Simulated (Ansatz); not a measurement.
# MnS: changing the functional

The structure is cubic, space group Fm-3m (No. 225). Conventional cell: a = 5.209 Å, b = 5.209 Å, c = 5.209 Å, α = 90.00°, β = 90.00°, γ = 90.00°. Mn (site symmetry m-3m) has 6 S at 2.60 Å as nearest neighbours. Around S (site symmetry m-3m) lie 6 Mn at 2.60 Å.

Kept alike: task band structure; k mesh 9 × 9 × 9; occupations fermi-dirac, width 0.05 eV; collinear spin, ferromagnetic start. Program: Ansatz, Ansatz PAW. Cutoffs run from 420 to 500 eV. The mesh is that of the run's cell of 2 atoms. No spin-orbit coupling.

| functional | pressure (GPa) | largest site moment (μB) |
| --- | --- | --- |
| LDA | -11.56 | 4.08 |
| PBE | -2.90 | 4.21 |
| PBEsol | -7.29 | 4.18 |
| r2SCAN | 0.47 | 4.45 |

Pressure is positive in compression, with a Pulay correction for the finite cutoff. For a metal such a mesh leaves the last digits unconverged. The measured crystal is an antiferromagnetic insulator; a metallic or parallel state is the runs' own. The runs hold the magnetic state that their start led to, which needn't be the lowest. Site moments count inside each atom's sphere or projector. All rows use potentials made for PBE.

Question: What does the functional change here?

Answer: The pressure runs from -11.56 (LDA) to 0.47 GPa (r2SCAN). From PBE: LDA -8.66; PBEsol -4.39; r2SCAN +3.37. The largest site moment runs from 4.08 (LDA) to 4.45 μB (r2SCAN). From PBE: LDA -0.13; PBEsol -0.03; r2SCAN +0.24.
